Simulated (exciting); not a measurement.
A run of exciting (release sodium):

File input.xml:

```xml
<input>
  <title>Ba</title>
  <structure speciespath="./" tshift="false">
    <crystal scale="1">
      <basevect>-4.736598531374 4.736598531374 4.736598531374</basevect>
      <basevect>4.736598531374 -4.736598531374 4.736598531374</basevect>
      <basevect>4.736598531374 4.736598531374 -4.736598531374</basevect>
    </crystal>
    <species speciesfile="Ba.xml" rmt="2.3">
      <atom coord="0.000000000000 0.000000000000 0.000000000000"/>
    </species>
  </structure>
  <groundstate do="fromscratch" ngridk="8 8 8" rgkmax="9" gmaxvr="14" lmaxapw="10" lmaxmat="10" lmaxvr="8" xctype="GGA_PBE_SOL" stype="Fermi Dirac" swidth="0.00183747" nempty="8" ValenceRelativity="iora*" epsengy="1e-05" epspot="1e-05" maxscl="60" tforce="true" outputlevel="normal"/>
</input>
```

Potentials or basis: all-electron LAPW+lo, shipped species files, valence relativity iora*.

Command:

```sh
$ OMP_NUM_THREADS=1 exciting_smp
```

Hardware: 1 thread of Intel(R) Xeon(R) Platinum 8259CL CPU @ 2.50GHz (Skylake/Cascade Lake), with other jobs on the host.

**Question.** How long does it take, and how much memory?

**Answer.** Wall time 73 s on 1 thread of Intel(R) Xeon(R) Platinum 8259CL CPU @ 2.50GHz (Skylake/Cascade Lake), with other jobs on the host, peak memory 0.13 GiB. Counts: scf iterations 13, plane waves 456.
